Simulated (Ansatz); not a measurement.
All-electron LAPW in Ansatz 0.2.0 under PBE, scalar-relativistic, energies extrapolated to zero smearing. Slabs are 1×1 cells cut from bulk crystals relaxed on PAW files, with atoms then relaxed, 16 to 20 Å of vacuum, a dipole correction, k spacings of 0.16 to 0.26 Å⁻¹ and smearing of 0.02 to 0.1 eV, without spin–orbit coupling; Cr, Mn, Fe, Co, Ni, Eu and Gd start ferromagnetic, the others run without spin. The bulk type named needn't be the stable one, and no reconstruction is allowed. Antiferromagnetic order, which Cr and Mn prefer, wasn't tried.

Task: Order these slabs by surface energy, lowest first.
A. bcc Sn (111), 5 layers
B. bcc Ta (110), 4 layers
C. fcc Pt (110), 4 layers
D. bcc Cr (110), 6 layers

Result: A (0.24 J/m²), C (1.91 J/m²), B (2.35 J/m²), D (3.23 J/m²).
